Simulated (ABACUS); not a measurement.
# ZnSe (Stilleite) (F-43m) in ABACUS: settings compared

Aim: see how the results for ZnSe (Stilleite) move with the level of theory and the settings. Levels: WC, PBE. Tasks: single point.

Everything below comes from runs of ABACUS 3.10.1. Logs are shortened: lines on timing, memory, paths and dates and some standing lists are left out, and cuts for length are marked.

**Measured values to compare with.**

“Alloy Disordering Effects on the Thermal Conductivity and Energy Gap Temperature Dependence of Cd1−xZnxSe Ternary Crystals Grown by the Bridgman Method”, 2023, pmc:10253836 reports, for a bulk crystal of ZnSe at 300 K: band gap 2.695 ± 0.003 eV (an exciton energy, a little under the gap).

The runs below are set against these values where they give the same quantity.

## (1) The crystal as given

The structure is cubic, space group F-43m (No. 216). Conventional cell: a = 5.668 Å, b = 5.668 Å, c = 5.668 Å, α = 90.00°, β = 90.00°, γ = 90.00°. Se (site symmetry -43m) is surrounded by 4 Zn at 2.45 Å. Zn (site symmetry -43m) has 4 Se at 2.45 Å as nearest neighbours.

## (2) Single point, WC

The input, run_abacus.py:

```python
"""ABACUS run from a structure file: ASE reads it, the script writes STRU, KPT and INPUT."""
import re
import subprocess
import spglib
from ase import Atoms
from ase.io import read
from ase.units import Bohr

atoms = read("ZnSe.cif")
cell, frac, numbers = spglib.standardize_cell((atoms.cell[:], atoms.get_scaled_positions(), atoms.numbers), to_primitive=True, symprec=1e-4)
atoms = Atoms(numbers=numbers, cell=cell, scaled_positions=frac, pbc=True)  # the primitive cell
atoms = atoms[(-atoms.numbers).argsort(kind="stable")]  # ABACUS lists atoms element by element
pseudo = {'Se': 'Se_pbe_v1.uspp.F.UPF', 'Zn': 'Zn_pbe_v1.uspp.F.UPF'}
orbital = {}
magmoms = None
kmesh = [6, 6, 6]
params = {
    'suffix': 'ZnSe',
    'calculation': 'scf',
    'basis_type': 'pw',
    'pseudo_dir': './',
    'symmetry': 1,
    'dft_functional': 'wc',
    'ecutwfc': 55,
    'pseudo_rcut': 10,
    'nspin': 1,
    'nbands': 23,
    'ks_solver': 'dav',
    'smearing_method': 'fd',
    'smearing_sigma': 0.00367493,
    'scf_thr': 1e-08,
    'scf_nmax': 100,
    'mixing_type': 'broyden',
    'mixing_beta': 0.7,
    'cal_force': 1,
    'cal_stress': 1,
    'ecutrho': 440,
    'out_chg': 1,
    'kpar': 4,
}

symbols = atoms.get_chemical_symbols()
elements = list(dict.fromkeys(symbols))
lines = ["ATOMIC_SPECIES"] + [f"{e} {atoms.get_masses()[symbols.index(e)]:.4f} {pseudo[e]}" for e in elements]
if orbital:
    lines += ["", "NUMERICAL_ORBITAL"] + [orbital[e] for e in elements]
lines += ["", "LATTICE_CONSTANT", f"{1 / Bohr:.10f}", "", "LATTICE_VECTORS"]
lines += [" ".join(f"{x:.10f}" for x in v) for v in atoms.cell]
lines += ["", "ATOMIC_POSITIONS", "Direct"]
for e in elements:
    lines += ["", e, "0.0", str(symbols.count(e))]
    for i, p in enumerate(atoms.get_scaled_positions(wrap=False)):
        if symbols[i] == e:
            mag = "" if magmoms is None else " mag " + " ".join(str(x) for x in (magmoms[i] if isinstance(magmoms[i], list) else [magmoms[i]]))
            lines.append(" ".join(f"{x:.10f}" for x in p) + " 1 1 1" + mag)
open("STRU", "w").write("\n".join(lines) + "\n")
open("KPT", "w").write("K_POINTS\n0\nGamma\n%d %d %d 0 0 0\n" % tuple(kmesh))
open("INPUT", "w").write("INPUT_PARAMETERS\n" + "".join(f"{k:<20s}{v}\n" for k, v in params.items()))

done = subprocess.run(['mpirun', '-np', '4', 'abacus'])
if done.returncode:
    raise SystemExit(done.returncode)
log = open("OUT.ZnSe/running_scf.log").read()
print("final energy (eV):", re.findall(r"FINAL_ETOT_IS (\S+)", log))
```

The input, ZnSe.cif:

```cif
data_ZnSe
_cell_length_a 5.66760000
_cell_length_b 5.66760000
_cell_length_c 5.66760000
_cell_angle_alpha 90.00000000
_cell_angle_beta 90.00000000
_cell_angle_gamma 90.00000000
_space_group_name_H-M_alt 'F-43m'
_space_group_name_Hall 'F -4 2 3'
_space_group_IT_number 216
loop_
_space_group_symop_operation_xyz
'x,y,z'
'y,-x,-z'
'-x,-y,z'
'-y,x,-z'
'x,-y,-z'
'y,x,z'
'-x,y,-z'
'-y,-x,z'
'z,x,y'
'-z,y,-x'
'z,-x,-y'
'-z,-y,x'
'-z,x,-y'
'z,y,x'
'-z,-x,y'
'z,-y,-x'
'y,z,x'
'-x,-z,y'
'-y,z,-x'
'x,-z,-y'
'-y,-z,x'
'x,z,y'
'y,-z,-x'
'-x,z,-y'
'x,y+1/2,z+1/2'
'y,-x+1/2,-z+1/2'
'-x,-y+1/2,z+1/2'
'-y,x+1/2,-z+1/2'
'x,-y+1/2,-z+1/2'
'y,x+1/2,z+1/2'
'-x,y+1/2,-z+1/2'
'-y,-x+1/2,z+1/2'
'z,x+1/2,y+1/2'
'-z,y+1/2,-x+1/2'
'z,-x+1/2,-y+1/2'
'-z,-y+1/2,x+1/2'
'-z,x+1/2,-y+1/2'
'z,y+1/2,x+1/2'
'-z,-x+1/2,y+1/2'
'z,-y+1/2,-x+1/2'
'y,z+1/2,x+1/2'
'-x,-z+1/2,y+1/2'
'-y,z+1/2,-x+1/2'
'x,-z+1/2,-y+1/2'
'-y,-z+1/2,x+1/2'
'x,z+1/2,y+1/2'
'y,-z+1/2,-x+1/2'
'-x,z+1/2,-y+1/2'
'x+1/2,y,z+1/2'
'y+1/2,-x,-z+1/2'
'-x+1/2,-y,z+1/2'
'-y+1/2,x,-z+1/2'
'x+1/2,-y,-z+1/2'
'y+1/2,x,z+1/2'
'-x+1/2,y,-z+1/2'
'-y+1/2,-x,z+1/2'
'z+1/2,x,y+1/2'
'-z+1/2,y,-x+1/2'
'z+1/2,-x,-y+1/2'
'-z+1/2,-y,x+1/2'
'-z+1/2,x,-y+1/2'
'z+1/2,y,x+1/2'
'-z+1/2,-x,y+1/2'
'z+1/2,-y,-x+1/2'
'y+1/2,z,x+1/2'
'-x+1/2,-z,y+1/2'
'-y+1/2,z,-x+1/2'
'x+1/2,-z,-y+1/2'
'-y+1/2,-z,x+1/2'
'x+1/2,z,y+1/2'
'y+1/2,-z,-x+1/2'
'-x+1/2,z,-y+1/2'
'x+1/2,y+1/2,z'
'y+1/2,-x+1/2,-z'
'-x+1/2,-y+1/2,z'
'-y+1/2,x+1/2,-z'
'x+1/2,-y+1/2,-z'
'y+1/2,x+1/2,z'
'-x+1/2,y+1/2,-z'
'-y+1/2,-x+1/2,z'
'z+1/2,x+1/2,y'
'-z+1/2,y+1/2,-x'
'z+1/2,-x+1/2,-y'
'-z+1/2,-y+1/2,x'
'-z+1/2,x+1/2,-y'
'z+1/2,y+1/2,x'
'-z+1/2,-x+1/2,y'
'z+1/2,-y+1/2,-x'
'y+1/2,z+1/2,x'
'-x+1/2,-z+1/2,y'
'-y+1/2,z+1/2,-x'
'x+1/2,-z+1/2,-y'
'-y+1/2,-z+1/2,x'
'x+1/2,z+1/2,y'
'y+1/2,-z+1/2,-x'
'-x+1/2,z+1/2,-y'
loop_
_atom_site_label
_atom_site_type_symbol
_atom_site_symmetry_multiplicity
_atom_site_Wyckoff_symbol
_atom_site_fract_x
_atom_site_fract_y
_atom_site_fract_z
_atom_site_occupancy
Se1 Se 4 c 0.2500000000 0.2500000000 0.2500000000 1
Zn1 Zn 4 a 0.0000000000 0.0000000000 0.0000000000 1
```

Potentials or basis: SSSP 1.3 efficiency PBE, plane waves.

On the command line:

```
> OMP_NUM_THREADS=1 python run_abacus.py > log
```

running log:

```text
ABACUS v3.10.1

               Atomic-orbital Based Ab-initio Computation at UStc

 ------------------------------------------------------------------------------------

 READING GENERAL INFORMATION
                           global_out_dir = OUT.ZnSe/
                           global_in_card = INPUT
                               pseudo_dir = ./
                              orbital_dir =
                                    DSIZE = 4
                                    GSIZE = 1

 READING UNITCELL INFORMATION
                                    ntype = 2
                  lattice constant (Bohr) = 1.88973
              lattice constant (Angstrom) = 1

 READING ATOM TYPE 1
                               atom label = Se
                      L=0, number of zeta = 1
                      L=1, number of zeta = 1
                      L=2, number of zeta = 1
             number of atom for this type = 1

 READING ATOM TYPE 2
                               atom label = Zn
                      L=0, number of zeta = 1
                      L=1, number of zeta = 1
                      L=2, number of zeta = 1
             number of atom for this type = 1

                        TOTAL ATOM NUMBER = 2
DIRECT COORDINATES
    atom                   x                   y                   z     mag                  vx                  vy                  vz
taud_Se1            0.2500000000        0.2500000000        0.2500000000  0.0000        0.0000000000        0.0000000000        0.0000000000
taud_Zn1            0.0000000000        0.0000000000        0.0000000000  0.0000        0.0000000000        0.0000000000        0.0000000000

                          Volume (Bohr^3) = 307.138
                             Volume (A^3) = 45.5132

 Lattice vectors: (Cartesian coordinate: in unit of a_0)
                   +0             +2.8338             +2.8338
              +2.8338                  +0             +2.8338
              +2.8338             +2.8338                  +0
 Reciprocal vectors: (Cartesian coordinate: in unit of 2 pi/a_0)
            -0.176442           +0.176442           +0.176442
            +0.176442           -0.176442           +0.176442
            +0.176442           +0.176442           -0.176442
 The esolver type has been set to : ksdft_pw

                PAO radial cut off (Bohr) = 10

 Read in pseudopotential file is Se_pbe_v1.uspp.F.UPF
                     pseudopotential type = US
          exchange-correlation functional = PBE
                 nonlocal core correction = 1
                        valence electrons = 6
                                     lmax = 2
                           number of zeta = 2
                     number of projectors = 6
                           L of projector = 0
                           L of projector = 0
                           L of projector = 1
                           L of projector = 1
                           L of projector = 2
                           L of projector = 2
 XC functional updated to : wc
[... 196 lines left out ...]
 projector 2 L=0
 projector 3 L=1
 projector 4 L=1
 projector 5 L=2
 projector 6 L=2
      TOTAL NUMBER OF NONLOCAL PROJECTORS = 36

 Init Non-Local PseudoPotential table :
 Init Non-Local-Pseudopotential done.

                                     npwx = 2120

 Make real space PAO into reciprocal space.
       max mesh points in Pseudopotential = 763
     dq(describe PAO in reciprocal space) = 0.01
                                    max q = 894

 number of pseudo atomic orbitals for Se is 2
WARNING: norm of atomic wavefunction # 2 of atomic type Se is 0.999991, renormalized

 number of pseudo atomic orbitals for Zn is 5
WARNING: norm of atomic wavefunction # 4 of atomic type Zn is 0.999965, renormalized
WARNING: norm of atomic wavefunction # 5 of atomic type Zn is 0.990465, renormalized

 -------------------------------------------
 SELF-CONSISTENT
 -------------------------------------------
                                 init_chg = atomic

 PW ALGORITHM --------------- ION=   1  ELEC=   1--------------------------------

 Notice: Threshold on eigenvalues was too large.
 hsover_error=0.26 > DRHO=0.0845543
 Origin diag ethr = 0.01
 New diag ethr = 0.000325209

 Density error is 0.0816054358386
                          Error Threshold = 0.000325209021752
----------------------------------------------------------
     Energy           Rydberg                 eV
----------------------------------------------------------
 E_KohnSham     -504.8935904579      -6869.4297139059
 E_Harris       -510.6654674206      -6947.9601287529
 E_Fermi        0.4855532263         6.6062905603
----------------------------------------------------------
[... 63 lines left out ...]
 Density error is 7.2434094975e-09
                          Error Threshold = 4.08316766839e-10
----------------------------------------------------------
     Energy           Rydberg                 eV
----------------------------------------------------------
 E_KohnSham     -504.9250739330      -6869.8580685604
 E_KS(sigma->0) -504.9250739217      -6869.8580684064
 E_Harris       -504.9272417889      -6869.8875637531
 E_band         -49.1369147700       -668.5420230121
 E_one_elec     -469.7475707236      -6391.2435834984
 E_Hartree      241.0121952175       3279.1391424461
 E_xc           -71.5752108507       -973.8307031213
 E_Ewald        -204.6144875536      -2783.9229240786
 E_entropy(-TS) -0.0000000226        -0.0000003082
 E_descf        0.0000000000         0.0000000000
 E_exx          0.0000000000         0.0000000000
 E_Fermi        0.4994123295         6.7948533322
----------------------------------------------------------

 charge density convergence is achieved
 final etot is -6869.8580686 eV
 EFERMI = 6.7948533322 eV

 STATE ENERGY(eV) AND OCCUPATIONS    NSPIN == 1
 1/4 kpoint (Cartesian) = 0.0000 0.0000 0.0000 (2085 pws)
       1       -119.003     0.00925926
       2       -73.1716     0.00925926
       3       -73.1716     0.00925926
       4       -73.1716     0.00925926
       5       -7.10290     0.00925926
       6      -0.351935     0.00925926
[... 90 lines left out ...]
      22        20.6768        0.00000
      23        20.6768        0.00000

------------------------------------------------------------------------------------------
 TOTAL-FORCE (eV/Angstrom)
------------------------------------------------------------------------------------------
                       Se1         0.0000000000         0.0000000000         0.0000000000
                       Zn1         0.0000000000         0.0000000000         0.0000000000
------------------------------------------------------------------------------------------

----------------------------------------------------------------
 TOTAL-STRESS (KBAR)
----------------------------------------------------------------
       -11.7567764205         0.0000000000        -0.0000000000
        -0.0000000000       -11.7567764205         0.0000000000
        -0.0000000000         0.0000000000       -11.7567764205
----------------------------------------------------------------
 TOTAL-PRESSURE: -11.756776 KBAR

 --------------------------------------------
 !FINAL_ETOT_IS -6869.8580685604356404 eV
 --------------------------------------------
```

Run time: 21 s. Hardware: 4 MPI ranks of Intel Xeon 6975P-C (Granite Rapids), shared host; peak memory 0.96 GiB.

What came out:

```yaml
Free_energy: -6869.8581 eV
Pressure: -1.2 GPa
Band_gap_on_the_k_mesh: 1.11 eV, direct
```

Caveat: the potentials were made for another functional, which shifts forces and pressure.

[end of part 1 of 2]
